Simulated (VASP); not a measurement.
A run of VASP 6.6.1:

File INCAR:

```
SYSTEM = Al
ALGO     = Normal         ! electronic algorithm
EDIFF    = 1E-7           ! SCF threshold, eV
EDIFFG   = -0.005         ! ionic threshold
ENCUT    = 600            ! plane-wave cutoff, eV
IBRION   = 2              ! ionic algorithm
ISIF     = 3              ! what is computed and relaxed
ISMEAR   = 1              ! smearing method
LASPH    = .TRUE.         ! aspherical terms in the spheres
LCHARG   = .FALSE.        ! write CHGCAR
LMIXTAU  = .TRUE.       
LREAL    = .FALSE.        ! projectors in reciprocal space
LWAVE    = .FALSE.        ! write WAVECAR
METAGGA  = R2SCAN         ! meta-GGA
NELM     = 80             ! most SCF steps
NSW      = 90             ! ionic steps
PREC     = Accurate       ! precision mode
SIGMA    = 0.1            ! smearing width, eV
```

The input KPOINTS:

```
k-points
0
G
  16 16 16
  0 0 0
```

Contents of POSCAR:

```
Al                                      
1.0
    0.0000000000      1.9943126525      1.9943126525
    1.9943126525     -0.0000000000      1.9943126525
    1.9943126525      1.9943126525      0.0000000000
  Al            
     1
Direct
     0.0000000000000000    0.0000000000000000    0.0000000000000000
```

Potentials or basis: VASP PAW PBE potentials, release 64 (Al).

Run with:

```bash
$ cat potpaw_PBE.64/Al/POTCAR > POTCAR
$ mpirun -np 1 vasp_std > vasp.out
```

Hardware: 1 thread of Intel(R) Xeon(R) Platinum 8259CL CPU @ 2.50GHz (Skylake/Cascade Lake), on a shared host.

**Question.** How long does it take, and how much memory?

**Answer.** It took 57 s on 1 thread of Intel(R) Xeon(R) Platinum 8259CL CPU @ 2.50GHz (Skylake/Cascade Lake), with other jobs on the host, peak memory 0.14 GiB. Counts: scf iterations 22, k points 145, ion steps 1.
